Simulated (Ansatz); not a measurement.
Band gaps on a Γ-centred 6×6×6 mesh, computed with PBE in Ansatz (plane waves, PAW datasets (generated hard set); cutoff 700 eV), no spin polarisation, no spin–orbit coupling.

Which crystal has a gap of 3.30 eV, indirect?
A. AlP (zinc blende, a = 5.510 Å)
B. InP (zinc blende, a = 5.960 Å)
C. AlN (zinc blende, a = 4.400 Å)
D. GaP (zinc blende, a = 5.510 Å)
E. LiH (rock salt, a = 4.020 Å)
F. KBr (rock salt, a = 6.700 Å)

C. AlN 3.30 eV, indirect; AlP 1.63 eV, indirect; LiH 2.99 eV, direct; KBr 4.32 eV, direct; GaP 1.56 eV, direct; InP 0.44 eV, direct.

Model structures, not the usual forms at ambient conditions (metastable or hypothetical): AlN (zinc blende type). A gap read on the mesh is an upper bound of this method's gap, since the mesh can miss a band edge. Spin–orbit coupling is left out; with heavy elements it can shift the gap and split levels by tenths of an eV. Semilocal functionals give gaps that mostly lie well below measured ones.
